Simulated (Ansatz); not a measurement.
# Structure optimisation: cobalt, simple cubic

All numbers below come from DFT, RPBE, plane waves (420 eV) with PAW, scalar-relativistic (Ansatz 0.2.0). The PAW files were generated under PBE, with cores re-solved for the functional.

k-point mesh 14×14×14, Fermi-Dirac smearing 0.05 eV, starting moments 1.70 μB. Cell and atoms relax.

Starting structure:

```yaml
crystal:
  lattice:
    - [2.286848805, 0.0, 0.0]
    - [0.0, 2.286848805, 0.0]
    - [0.0, 0.0, 2.286848805]
  atoms:
    - { symbol: Co, position: [0.0, 0.0, 0.0], spin: 1.7 }
hamiltonian:
  xc: rpbe
  pseudopotentials:
    kind: paw
    azcp:
      Co: "pseudopotentials/Co.paw.azcp"
basis:
  ecutwfc: 420
  fft_grid_basis: typed
kpoints:
  mp_grid: { grid: [14, 14, 14], shift: [0, 0, 0] }
magnetization:
  spin_polarized: true
scf:
  occupations: { method: fermi_dirac, width: 0.05 }
relax:
  max_steps: 60
  f_tol: 0.01
  cell: {}
```

Task: The pressure at the start is 16.5 GPa. By how much does the volume change?

Result: From 11.96 to 13.24 Å³ per atom, 10.7 %. The final cell has a = 2.365 Å.

Task: How much energy does the relaxation gain?

Result: 61.8 meV per atom.

Path of the relaxation (the plane waves are chosen anew near the end, which can shift the energy a little):

```csv
step,E − E(final) (meV/atom),V (Å³/atom),P (GPa),max force (eV/Å)
0,61.79,11.959,16.48,0.000
1,18.53,12.528,8.35,0.000
2,2.09,13.170,0.39,0.000
3,2.08,13.204,0.02,0.000
4,0.04,13.204,0.36,0.000
5,0.04,13.236,0.03,0.000
6,0.00,13.236,0.02,0.000
```

Task: Which magnetic state does it end in?

Result: ferromagnetic, net 1.90 μB per atom; moments 1.93 μB.
